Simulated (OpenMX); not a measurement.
WC in OpenMX: the effect of dispersion

Crystal: WC.

```
CELL_PARAMETERS angstrom
3.10092 0.00000 0.00000
1.55046 2.68548 0.00000
1.55046 0.89516 2.53189
ATOMIC_POSITIONS crystal
W 0.00000 0.00000 0.00000
C 0.50000 0.50000 0.50000
```

Measurements of this composition are mostly on another form, of space group No. 187.

Alike in all runs:

* Program: OpenMX 3.8.5
* Task: single point
* Functional: PBE
* Potentials or basis: OpenMX 2013 PBE set, W7.0-s3p2d2f1, C6.0-s2p2d1, grid cutoff 400 Ry
* k mesh: 7 × 7 × 7
* Occupations: fermi-dirac, width 0.05 eV
* Spin: no spin polarisation

```tsv
dispersion	pressure (GPa)
none	-1.2
D3	?
D3(BJ)	-8.4
D4	-8.1
```

Task: What does the run with dispersion D3 give?

Result: Pressure -7.5 GPa.

Caveats: the basis of atomic orbitals isn't converged, which shifts pressures, moduli and gaps; pairwise dispersion overbinds metals, which lowers pressure and volume (some runs).
